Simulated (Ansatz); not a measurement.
Wanted: the native input for an Ansatz 0.2.0 run.

* Task: single point
* Functional: PBE
* Potentials or basis: Ansatz PAW
* Cutoff: 420 eV (not typed: the program's choice for these potentials)
* k mesh: 10 × 10 × 10
* Occupations: gaussian, width 0.011 eV
* Spin: no spin polarisation

Crystal: AlN.

```
Al N
1.0
     0.00000    2.18399    2.18399
     2.18399    0.00000    2.18399
     2.18399    2.18399    0.00000
Al N
1 1
Direct
  0.00000 0.00000 0.00000
  0.25000 0.25000 0.25000
```

Measurements of this composition are mostly on another form, of space group No. 186.

These files were run (other wordings do the same):

input.yaml

```yaml
crystal:
  lattice:
    - [0.0, 2.1839935596, 2.1839935596]
    - [2.1839935596, 0.0, 2.1839935596]
    - [2.1839935596, 2.1839935596, 0.0]
  atoms:
    - { symbol: Al, position: [0.0, 0.0, 0.0] }
    - { symbol: "N", position: [0.25, 0.25, 0.25] }
hamiltonian:
  xc: pbe
  pseudopotentials: { kind: paw }
kpoints:
  mp_grid: { grid: [10, 10, 10] }
scf:
  occupations: { method: gaussian, width: 0.011 }
output:
  forces: true
  stress: true
  eigenvalues: true
```

Potentials or basis: Ansatz PAW.

Run with:

```bash
$ ansatz run input.yaml --threads 2 --pin off --max-ram 5632MiB --backend cpu --events-out ev --progress --plain --runs-dir out
```

Results of the run:

- Pressure: 4.9 GPa
- Band gap on the k mesh: 3.33 eV, indirect (least direct gap 4.19 eV)

Caveat: the pressure holds a Pulay correction of +0.5 GPa for the finite cutoff.

It took 1.9 s on 2 threads of Intel(R) Xeon(R) Processor @ 2.50GHz (Skylake/Cascade Lake) (shared host), peak memory 0.29 GiB.
